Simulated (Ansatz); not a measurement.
# Ga: how the settings move a single-point run

Question: which choices in the input matter for Ga?

Program: Ansatz 0.2.0. Level of theory: reference: DFT, PBE, all-electron LAPW, scalar-relativistic. These are calculated values, not measurements.

### 1 The structure to begin with

Symmetry: Cmcm, No. 63, orthorhombic system. Conventional cell: a = 2.900 Å, b = 8.130 Å, c = 3.170 Å, α = 90.00°, β = 90.00°, γ = 90.00°. Ga (site symmetry m2m) has 8 Ga at 2.68 to 2.90 Å as nearest neighbours.

Structure file:

```cif
data_structure
_symmetry_space_group_name_H-M 'Cmcm'
_symmetry_Int_Tables_number 63
_cell_length_a 2.9000
_cell_length_b 8.1300
_cell_length_c 3.1700
_cell_angle_alpha 90.000
_cell_angle_beta 90.000
_cell_angle_gamma 90.000
_cell_volume 74.74
loop_
_atom_site_label
_atom_site_type_symbol
_atom_site_symmetry_multiplicity
_atom_site_Wyckoff_symbol
_atom_site_fract_x
_atom_site_fract_y
_atom_site_fract_z
_atom_site_occupancy
Ga1 Ga 4 c 0.50000 0.63300 0.25000 1
```

### 2 The reference run

input.yaml

```yaml
crystal:
  lattice:
    - [1.45, -4.065, 0.0]
    - [1.45, 4.065, 0.0]
    - [0.0, 0.0, 3.17]
  atoms:
    - { symbol: Ga, position: [0.867, 0.133, 0.25] }
    - { symbol: Ga, position: [0.133, 0.867, 0.75] }
kpoints:
  mp_grid: { grid: [15, 15, 13] }
  band_path:
    path:
      - [0.0, 0.0, 0.0]
      - [-0.5, 0.5, 0.0]
      - [-0.2818093587, 0.7181906413, 0.0]
      - [0.2818093587, 0.2818093587, 0.0]
      - [0.0, 0.0, 0.0]
      - [0.0, 0.0, 0.5]
      - [0.2818093587, 0.2818093587, 0.5]
      - [-0.2818093587, 0.7181906413, 0.5]
      - [-0.5, 0.5, 0.5]
    npoints: 14
scf:
  occupations: { method: fermi_dirac, width: 0.05 }
hamiltonian:
  xc: pbe
  pseudopotentials: { kind: all_electron, lapw: { basis_error: 0.00025 } }
output:
  forces: true
  stress: true
  eigenvalues: true
  populations: true
  dos: { projected: true, de: 0.2, e_range: [-14, 8] }
```

Launch:

```bash
$ ansatz run input.yaml --threads 1 --pin off --max-ram 2048MiB --backend cpu --events-out ev --progress --plain --runs-dir out
```

### 3 Changed: occupations.method cold, occupations.width 0.1

Edit input.yaml of step 2 so:

```diff
@@ -23,3 +23,3 @@
 scf:
-  occupations: { method: fermi_dirac, width: 0.05 }
+  occupations: { method: cold, width: 0.1 }
 hamiltonian:
@@ -32,2 +32 @@
   populations: true
-  dos: { projected: true, de: 0.2, e_range: [-14, 8] }
```

Before running it: what results should come out? Wanted: for each run, ending; energy change; pressure; gap; force.

**Answer**, as computed:

```csv
run,ending,energy change,pressure (GPa),gap (eV),force (eV/Å),cycles,time
reference,converged,0,1.6,0.00,0.20,8,2 min
"1: occupations.method cold, occupations.width 0.1",converged,+0.2 meV/atom (σ→0),1.5,0.00,0.20,8,1.9 min
```

Times don't compare one to one where runs were asked for different outputs or read a saved state (see the inputs); cycles may leave out searches for a lower state.

Residual by cycle in the longest SCF loop of each run; runs are numbered as in the table. The quantity is the density residual dr2, in eV.

```csv
cycle,reference,run 1
1,0.0382,0.0381
2,0.017,0.0169
3,0.0099,0.00988
4,0.00306,0.00305
5,1.4e-4,1.4e-4
6,5.9e-6,5.8e-6
7,4.9e-7,4.8e-7
8,3.4e-8,3.4e-8
```

What this shows: Changing the smearing leaves the energy as it was (+0.2 meV/atom).
